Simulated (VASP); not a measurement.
A run of VASP 6.6.1:

INCAR

```
SYSTEM = AlN
  PREC = Accurate
  ENCUT = 520
  EDIFF = 1E-7
  ISMEAR = 0
  SIGMA = 0.02
  LREAL = .False.
  LASPH = .True.
  NELM = 100
  ALGO = Normal
  ISIF = 2
  LWAVE = .False.
  LCHARG = .False.
  METAGGA = R2SCAN
  LMIXTAU = .True.
```

Contents of KPOINTS:

```
Automatic mesh
0
Gamma
  12 12 12
  0 0 0
```

File POSCAR:

```
AlN                                     
1.0
    0.0000000000      2.1835457775      2.1835457775
    2.1835457775      0.0000000000      2.1835457775
    2.1835457775      2.1835457775      0.0000000000
  Al              N             
     1     1
Direct
     0.0000000000000000    0.0000000000000000    0.0000000000000000
     0.7500000000000000    0.7500000000000000    0.7500000000000000
```

Contents of KPOINTS_OPT:

```
path GXWKGLUWLK,UX
20
line-mode
reciprocal
 0.0000000000  0.0000000000  0.0000000000  G
 0.5000000000  0.0000000000  0.5000000000  X

 0.5000000000  0.0000000000  0.5000000000  X
 0.5000000000  0.2500000000  0.7500000000  W

 0.5000000000  0.2500000000  0.7500000000  W
 0.3750000000  0.3750000000  0.7500000000  K

 0.3750000000  0.3750000000  0.7500000000  K
 0.0000000000  0.0000000000  0.0000000000  G

 0.0000000000  0.0000000000  0.0000000000  G
 0.5000000000  0.5000000000  0.5000000000  L

 0.5000000000  0.5000000000  0.5000000000  L
 0.6250000000  0.2500000000  0.6250000000  U

 0.6250000000  0.2500000000  0.6250000000  U
 0.5000000000  0.2500000000  0.7500000000  W

 0.5000000000  0.2500000000  0.7500000000  W
 0.5000000000  0.5000000000  0.5000000000  L

 0.5000000000  0.5000000000  0.5000000000  L
 0.3750000000  0.3750000000  0.7500000000  K

 0.6250000000  0.2500000000  0.6250000000  U
 0.5000000000  0.0000000000  0.5000000000  X
```

Potentials or basis: VASP PAW PBE potentials, release 64 (Al, N).

Run with:

```console
$ cat potpaw_PBE.64/Al/POTCAR potpaw_PBE.64/N/POTCAR > POTCAR
$ mpirun -np 1 vasp_std > vasp.out
```

Hardware: 1 thread of AMD EPYC 7R13 Processor (Zen 3), with other jobs on the host.

Task: How long does it take, and how much memory?

Result: It took 2.2 min on 1 thread of AMD EPYC 7R13 Processor (Zen 3) (shared host), peak memory 0.12 GiB. Counts: scf iterations 47, k points 72.
